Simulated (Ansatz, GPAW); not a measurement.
# ZnO with GLLB-SC from a Python script

These are simulated results from GPAW 26.7.0, not measurements. The cell was built from a prototype and was relaxed with r2SCAN in plane waves (Ansatz 0.2.0). Not every such cell is a known phase. All runs are without spin polarisation.

The symmetry is P6_3/mmc (No. 194, hexagonal); conventional cell a = 2.977 Å, c = 5.126 Å, 9.83 Å³ an atom. Zn is surrounded by 6 O at 2.14 Å; O is surrounded by 6 Zn at 2.14 Å.

GLLB-SC is a model potential. Its fundamental gap is the Kohn-Sham gap plus a derivative discontinuity, which the script evaluates at the band edges among the listed k points. Its total energy isn't variational and serves nothing here.

The script, run.py:

```python
import json
from ase import Atoms
from gpaw import GPAW, PW, FermiDirac

atoms = Atoms(['Zn', 'Zn', 'O', 'O'],
              cell=[[2.976861, 0.0, 0.0], [-1.48843, 2.578037, 0.0], [0.0, 0.0, 5.125634]],
              scaled_positions=[[-0.0, -0.0, 0.0], [-0.0, -0.0, 0.5], [0.333333, 0.666667, 0.25], [0.666667, 0.333333, 0.75]],
              pbc=True)
calc = GPAW(mode=PW(400), xc='GLLBSC', kpts={'size': (6, 6, 4), 'gamma': True},
            occupations=FermiDirac(0.02), maxiter=100, legacy_gpaw=True, txt='gpaw.txt')
atoms.calc = calc
res = {'energy': atoms.get_potential_energy(force_consistent=True)}
res['electrons'] = calc.get_number_of_electrons()
res['k'] = calc.get_ibz_k_points().tolist()
res['levels'] = [calc.get_eigenvalues(kpt=i).tolist() for i in range(len(res['k']))]
points = [[0.0, 0.0, 0.0], [0.5, 0.0, 0.0], [0.333333, 0.333333, 0.0], [0.0, 0.0, 0.5], [0.5, 0.0, 0.5], [0.333333, 0.333333, 0.5]]
bands = calc.fixed_density(kpts=points, symmetry='off', nbands=round(res['electrons']) // 2 + 6, convergence={'bands': -2}, txt='bands.txt')
res['points'] = [bands.get_eigenvalues(kpt=i).tolist() for i in range(len(points))]
homo, lumo = bands.get_homo_lumo()
potential = calc.hamiltonian.xc.response.calculate_discontinuity_potential(homo, lumo)
res['discontinuity'] = bands.hamiltonian.xc.response.calculate_discontinuity(potential)
json.dump(res, open('results.json', 'w'))
print('free energy (eV):', round(res['energy'], 5))
```

Command: `python run.py`. It took 35 s on 1 thread of Arm Neoverse V1, with other jobs on the host, peak memory 0.19 GiB.

The log gpaw.txt, trimmed of paths, versions and times, then the last line on the terminal. An iter line gives the energy in eV and the logarithms of the changes of orbitals (plane waves alone) and density (c: converged):

```
___ ___ ___ _ _ _
 |   |   |_  | | | |

 | | | | | . | | | |

 |__ |  _|___|_____|  26.7.0
 |___|_|

Input parameters:
  kpts: {gamma: True,
         size: (6, 6, 4)}
  maxiter: 100
  mode: {ecut: 400.0,
         name: pw}
  occupations: {fixmagmom: False,
                name: fermi-dirac,
                width: 0.02}
  xc: GLLBSC

System changes: positions, numbers, cell, pbc, initial_charges, initial_magmoms

Initialize ...

species:
  Zn:
    name:    Zinc
    Z:       30.0
    valence: 12
    core:    18
    charge:  0.0  # [|e|]
    compensation charges:
      type: gauss
      rc: 0.37  # [Å]
      lmax: 2
    cutoffs:
      filter: 2.14  # [Å]
      core: 2.23  # [Å]
    projectors
    | kind |    occ | energy [eV] | rcut [Å] |

    |------|--------|-------------|----------|

    |   4s |  2.000 |      -8.797 |    1.286 |

    |   4p |  0.000 |      -3.452 |    1.270 |

    |   3d | 10.000 |     -13.837 |    1.180 |

    |    s |        |      18.415 |    1.286 |

    |    p |        |      23.759 |    1.270 |

    |    d |        |      13.374 |    1.180 |

    Using partial waves for Zn as LCAO basis

  O:
    name:    Oxygen
    Z:       8.0
    valence: 6
    core:    2
    charge:  0.0  # [|e|]
    compensation charges:
      type: gauss
      rc: 0.21  # [Å]
      lmax: 2
    cutoffs:
      filter: 1.17  # [Å]
      core: 0.83  # [Å]
    projectors
    | kind |    occ | energy [eV] | rcut [Å] |

    |------|--------|-------------|----------|

    |   2s |  2.000 |     -28.986 |    0.688 |

    |   2p |  4.000 |     -13.358 |    0.598 |

    |    s |        |      -1.774 |    0.688 |

    |    p |        |      13.853 |    0.598 |

    |    d |        |       0.000 |    0.619 |

    Using partial waves for O as LCAO basis

Reference energy: -101711.697577  # eV

Spin-paired calculation

Convergence criteria:
 Maximum [total energy] change in last 3 cyles: 0.0005 eV / valence electron
 Maximum integral of absolute [dens]ity change: 0.0001 electrons / valence electron
 Maximum integral of absolute [eigenst]ate change: 4e-08 eV^2 / valence electron
 Maximum number of scf [iter]ations: 100
 (Square brackets indicate name in SCF output, whereas a 'c' in
 the SCF output indicates the quantity has converged.)

Symmetries present (total): 2

  ( 1  0  0)  (-1  0  0)
  ( 0  1  0)  ( 0 -1  0)
  ( 0  0  1)  ( 0  0 -1)

144 k-points: 6 x 6 x 4 Monkhorst-Pack grid + [1/12,1/12,1/8]
76 k-points in the irreducible part of the Brillouin zone
       k-points in crystal coordinates                weights
   0:     0.00000000    0.00000000    0.00000000          1/144
   1:     0.00000000    0.00000000    0.25000000          2/144
   2:     0.00000000    0.00000000    0.50000000          1/144
   3:     0.00000000    0.16666667   -0.25000000          2/144
   4:     0.00000000    0.16666667    0.00000000          2/144
   5:     0.00000000    0.16666667    0.25000000          2/144
   6:     0.00000000    0.16666667    0.50000000          2/144
   7:     0.00000000    0.33333333   -0.25000000          2/144
   8:     0.00000000    0.33333333    0.00000000          2/144
   9:     0.00000000    0.33333333    0.25000000          2/144
          ...
  75:     0.50000000    0.50000000    0.50000000          1/144

Wave functions: Plane wave expansion
  Cutoff energy: 400.000 eV
  Number of coefficients (min, max): 700, 732
  Pulay-stress correction: 0.000000 eV/Ang^3 (de/decut=0.000000)
  Using FFTW library
  ScaLapack parameters: grid=1x1, blocksize=None
  Wavefunction extrapolation:
    Improved wavefunction reuse through dual PAW basis

Occupation numbers: Fermi-Dirac:
  width: 0.0200  # eV

Eigensolver
   Davidson(niter=2)

Densities:
  Coarse grid: 14*14*24 grid
  Fine grid: 28*28*48 grid
  Total Charge: 0.000000

Density mixing:
  Method: separate
  Backend: msr1
  Linear mixing parameter: 0.05
  old densities: 10
  Width of damping distribution: 1.1
  Damping of long wavelength oscillations: 20

Hamiltonian:
  XC and Coulomb potentials evaluated on a 28*28*48 grid
  Using the GLLBSC Exchange-Correlation functional
  External potential:
    NoExternalPotential

XC parameters: GLLBSC functional being used consists of
  -----------------------------------------------------------------------
  | Weight | Module     | Description                                   |

  -----------------------------------------------------------------------
  |  1.000 | SCREENING  | GGA_X_PBE_SOL with 2 nearest neighbor stencil |

  |  1.000 | RESPONSE   | eps=0.0500 eV                                 |

  |  1.000 | XC         | GGA_C_PBE_SOL with 2 nearest neighbor stencil |

  -----------------------------------------------------------------------

Memory estimate:
  Process memory now: 111.48 MiB
  Calculator: 36.94 MiB
    Density: 2.60 MiB
      Arrays: 0.93 MiB
      Localized functions: 0.95 MiB
      Mixer: 0.72 MiB
    Hamiltonian: 0.63 MiB
      Arrays: 0.61 MiB
      XC: 0.00 MiB
      Poisson: 0.00 MiB
      vbar: 0.02 MiB
    Wavefunctions: 33.71 MiB
      Arrays psit_nG: 22.07 MiB
      Eigensolver: 0.45 MiB
      Projections: 1.87 MiB
      Projectors: 8.29 MiB
      PW-descriptor: 1.03 MiB

Total number of cores used: 1

Number of atoms: 4
Number of atomic orbitals: 26
Number of bands in calculation: 26
Number of valence electrons: 36
Bands to converge: occupied

... initialized

Initializing position-dependent things.

Density initialized from atomic densities
Creating initial wave functions:
  26 bands from LCAO basis set
Positions:
   0 Zn     0.000000    0.000000    0.000000    ( 0.0000,  0.0000,  0.0000)
   1 Zn     0.000000    0.000000    2.562817    ( 0.0000,  0.0000,  0.0000)
   2 O     -0.000001    1.718692    1.281408    ( 0.0000,  0.0000,  0.0000)
   3 O      1.488432    0.859345    3.844225    ( 0.0000,  0.0000,  0.0000)

Unit cell:
           periodic     x           y           z      points  spacing
  1. axis:    yes    2.976861    0.000000    0.000000    14     0.1841
  2. axis:    yes   -1.488430    2.578037    0.000000    14     0.1841
  3. axis:    yes    0.000000    0.000000    5.125634    24     0.2136

  Lengths:   2.976861   2.976861   5.125634
  Angles:   90.000000  90.000000 119.999994

Effective grid spacing dv^(1/3) = 0.2030

iter:   1   -19.650222
iter:   2   -18.691108   -1.07  -1.02
iter:   3   -13.560813   -0.94  -1.03
iter:   4   -13.812858   -1.59  -1.12
iter:   5   -13.683696   -2.13  -1.64
iter:   6   -13.510134   -2.92  -1.98
iter:   7   -13.448928   -2.76  -2.44
iter:   8   -13.828882   -3.50  -2.36
iter:   9   -13.809536   -4.42  -2.72
iter:  10   -13.788106   -4.89  -3.19
iter:  11   -13.780259   -6.11  -3.76
iter:  12   -13.789832c  -6.37  -3.69
iter:  13   -13.788412c  -6.68  -4.04c
iter:  14   -13.788323c  -7.55c -5.04c

Converged after 14 iterations.

Energy contributions relative to reference atoms: (reference = -101711.697577)

Kinetic:        +79.180287
Potential:      -63.163860
External:        +0.000000
XC:             -29.902908
Entropy (-ST):   -0.000000
Local:           +0.098158
SIC:             +0.000000
--------------------------
Free energy:    -13.788323
Extrapolated:   -13.788323

GLLBSC response reference energy: 3.06851 eV (from HOMO)

Showing only first 2 kpts
 Kpt  Band  Eigenvalues  Occupancy
  0    16      3.06856    2.00000
  0    17      3.06896    2.00000
  0    18      4.30797    0.00000
  0    19      9.58879    0.00000

  1    16      2.94203    2.00000
  1    17      2.94243    2.00000
  1    18      5.55429    0.00000
  1    19      8.91613    0.00000

Fermi level: 3.84123

Gap: 1.239 eV
Transition (v -> c):
  (s=0, k=0, n=17, [0.00, 0.00, 0.00]) -> (s=0, k=0, n=18, [0.00, 0.00, 0.00])
No difference between direct/indirect transitions

free energy (eV): -13.78832
```

The gap in the log is over the mesh alone; results.json adds the listed points. GLLB-SC gives a gap of 1.78 eV (1.239 eV Kohn-Sham over the listed points plus 0.546 eV discontinuity). On the same cell, plane-wave PBE (Ansatz, 12×12×6 k points and the special points) gives a gap of 0.75 eV and r2SCAN a gap of 1.36 eV; on shared hosts these took about 5 and 11 core-seconds on the 4-atom cell, against 35 for the script. Semilocal gaps usually lie below measured ones.
